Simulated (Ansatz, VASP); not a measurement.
## Two plane-wave programs on Ti

INCAR

```
  ALGO = Normal
  EDIFF = 1E-7
  ENCUT = 520
  GGA = PS
  ISIF = 2
  ISMEAR = 0
  LASPH = True
  LCHARG = True
  LELF = True
  LREAL = False
  LVHAR = True
  LWAVE = False
  NBANDS = 25
  NELM = 100
  PREC = Accurate
  SIGMA = 0.1
```

The input KPOINTS:

```
k-points
0
Gamma
  6 6 4
```

POSCAR

```
Ti
1.0
    3.7564926717      0.0000000000      0.0000000000
   -1.8782463359      3.2532180829      0.0000000000
    0.0000000000      0.0000000000      4.2618666842
Ti
3
Direct
    0.2254000000      0.0000000000      0.3333333333
    0.0000000000      0.2254000000      0.6666666667
    0.7746000000      0.7746000000      0.0000000000
```

Input for Ansatz:

```yaml
crystal:
  lattice:
    - [3.7564926717, 0.0, 0.0]
    - [-1.8782463359, 3.2532180829, 0.0]
    - [0.0, 0.0, 4.2618666842]
  atoms:
    - { symbol: Ti, position: [0.2254, 0.0, 0.3333333333] }
    - { symbol: Ti, position: [0.0, 0.2254, 0.6666666667] }
    - { symbol: Ti, position: [0.7746, 0.7746, 0.0] }
basis:
  ecutwfc: 420
kpoints:
  mp_grid: { grid: [6, 6, 4] }
hamiltonian:
  xc: pbesol
scf:
  occupations: { method: gaussian, width: 0.1 }
  lower_state_search: "off"
output:
  forces: true
  stress: true
  eigenvalues: true
```

Alike in both runs: task single point; functional PBEsol; k mesh 6 × 6 × 4; occupations gaussian, width 0.1 eV; no spin polarisation.

|  | VASP | Ansatz |
| --- | --- | --- |
| version | VASP 6.6.1 | Ansatz 0.2.0 |
| potentials or method | VASP PAW PBE potentials, release 64 (Ti_sv) | scalar-relativistic, plane waves, PAW |
| plane-wave cutoff (eV) | 520 | 420 |
| valence electrons in the cell | 36 | 36 |

Ansatz gave:

| Quantity | Value |
| --- | --- |
| gap on the k mesh at the Fermi level (eV) | none |
| pressure (GPa) | 1.6 |
| largest component of the traceless stress (GPa) | 1.52 |
| rms of the force components (eV/Å) | 1.258 |

Question: Estimate VASP's values.

Answer: gap on the k mesh at the Fermi level (eV): none; pressure (GPa): 3.3; largest component of the traceless stress (GPa): 0.52; rms of the force components (eV/Å): 1.462.

Atom by atom the forces differ by 0.204 eV/Å (rms over components). A gap of «none» marks a metal or a gap that the smearing closes. The functional is the same, so the differences come from potentials, cutoffs and numerics.

Caveats: the k mesh is coarse (spacing up to 0.37 Å⁻¹), so the values aren't converged; the PAW data sets were made with another functional, which shifts forces and pressure a little (VASP).
